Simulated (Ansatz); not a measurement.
The system is Pb.

```
Pb
1.0
     0.00000    2.47502    2.47502
     2.47502    0.00000    2.47502
     2.47502    2.47502    0.00000
Pb
1
Cartesian
  0.0000 0.0000 0.0000
```

Base run:

```yaml
Program: Ansatz 0.2.0
Functional: PBE
Potentials_or_basis: Ansatz PAW
Cutoff: 250 eV
Density_cutoff: 1000 eV
k_mesh: 9 × 9 × 9
Occupations: fermi-dirac, width 0.05 eV
Spin: no spin polarisation
```

Its results: band gap on the k mesh none (metal or under the smearing width); pressure 1.6 GPa.

Task: The run is repeated on the same cell with these changes: potentials or basis from Ansatz PAW to Ansatz PAW earlier set; cutoff from 250 eV to 700 eV; density cutoff from 1000 eV to 2800 eV; valence electrons from 14 to 22. What comes out?

Result: Band gap on the k mesh none (metal or under the smearing width); pressure 2.3 GPa.

Caveats: the pressure holds a Pulay correction of +25.6 GPa for the finite cutoff (some runs); the cutoff lies under the one recommended for these potentials (some runs); spin-orbit coupling is left out, which moves the levels of the heavy elements (some runs).
